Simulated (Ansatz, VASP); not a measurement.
## One calculation of HfB2, two programs

```
CELL_PARAMETERS angstrom
3.07590 0.00000 0.00000
-1.53795 2.66381 0.00000
0.00000 0.00000 3.40896
ATOMIC_POSITIONS crystal
Hf 0.00000 0.00000 0.00000
B 0.33333 0.66667 0.50000
B 0.66667 0.33333 0.50000
```

Change from the starting cell: volume scaled by 0.94, PAW files.

Alike in both runs: task electric field gradients; functional PBEsol; k mesh 15 × 15 × 12; occupations fermi-dirac, width 0.03 eV; no spin polarisation.

|  | VASP | Ansatz |
| --- | --- | --- |
| version | VASP 6.6.1 | Ansatz 0.2.0 |
| potentials or method | VASP PAW PBE potentials, release 64 (Hf_pv, B) | PAW with Ansatz's default frozen-core files, scalar-relativistic |
| plane-wave cutoff (eV) | 520 | 420 |
| valence electrons in the cell | 16 | 32 |

|  | VASP | Ansatz | Ansatz less VASP |
| --- | --- | --- | --- |
| pressure (GPa) | 12.9 | 12.7 | -0.14 |
| largest component of the traceless stress (GPa) | 2.03 | 2.39 | +0.365 |
| Vzz of the field gradient on the site that differs most (V/Å²) | 83.4 | 112.5 | +29.14 |

The two sets of potentials don't hold the same shells in valence. Ansatz warned: «gradients_without_spin_orbit».

Caveats: the PAW data sets were made with another functional, which shifts forces and pressure a little (VASP). The runs have no spin-orbit coupling, so splittings on Hf are missing.
